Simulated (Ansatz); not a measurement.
The system is CO2.

```
CELL_PARAMETERS angstrom
-1.97473 1.97473 3.01406
1.97473 -1.97473 3.01406
1.97473 1.97473 -3.01406
ATOMIC_POSITIONS crystal
O 0.87500 0.95980 0.58480
O 0.37500 0.29020 0.41520
O 0.04020 0.62500 0.91520
O 0.70980 0.12500 0.08480
C 0.00000 0.00000 0.00000
C 0.75000 0.25000 0.50000
```

The cell comes from a database or a generator and needn't be the stable form of this composition.

Base run:

```yaml
Program: Ansatz 0.2.0
Functional: LDA
Potentials_or_basis: Ansatz PAW
Cutoff: "420 eV (not typed: the program's choice for these potentials)"
k_mesh: 9 × 9 × 9
Occupations: fermi-dirac, width 0.05 eV
Spin: no spin polarisation
```

Its results: band gap on the k mesh 7.46 eV, indirect (least direct gap 7.94 eV); pressure -14.0 GPa; largest force 0.551 eV/Å.

Q: The run is repeated on the same cell with these changes: functional from LDA to PBE. What comes out?

A: Band gap on the k mesh 7.72 eV, indirect (least direct gap 8.15 eV); pressure -0.4 GPa; largest force 0.016 eV/Å.

PBE binds less tightly than LDA, so the same cell stands under more pressure.

Caveats: the PAW data sets come from PBE, with cores solved anew for the run's functional, which leaves a small shift of forces and pressure (some runs).
